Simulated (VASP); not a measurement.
TePb, 2 atoms in the cell. It takes space group Fm-3m (No. 225, cubic). Conventional cell: a = 5.998 Å, b = 5.998 Å, c = 5.998 Å, α = 90.00°, β = 90.00°, γ = 90.00°. Pb (site symmetry m-3m) is surrounded by 6 Te at 3.00 Å. Te (site symmetry m-3m) has 6 Pb at 3.00 Å as nearest neighbours. 

| Property | Result |
| --- | --- |
| Program | VASP 6.6.1 |
| Task | single point |
| Functional | RPBE |
| Dispersion | D3(BJ) |
| Potentials or basis | VASP PAW PBE potentials, release 64 (Pb_d, Te) |
| Cutoff | 520 eV |
| k mesh | 7 × 7 × 7 |
| Occupations | fermi-dirac, width 0.05 eV |
| Spin | no spin polarisation |
| Dipole correction | no |
| Further INCAR settings | ALGO = Fast; EDIFF = 1e-07; NBANDS = 17 |

Potentials or basis: VASP PAW PBE potentials, release 64 (Pb_d, Te).

Command:

```bash
$ cat potpaw_PBE.64/Pb_d/POTCAR potpaw_PBE.64/Te/POTCAR > POTCAR
$ mpirun -np 1 vasp_std > vasp.out
```

Hardware: 1 thread of Intel(R) Xeon(R) Platinum 8259CL CPU @ 2.50GHz (Skylake/Cascade Lake), with other jobs on the host.

**Question.** Estimate the wall time of this run.

**Answer.** Wall time 19 s on 1 thread of Intel(R) Xeon(R) Platinum 8259CL CPU @ 2.50GHz (Skylake/Cascade Lake) (shared host), peak memory 0.18 GiB. Counts: scf iterations 14, k points 20.
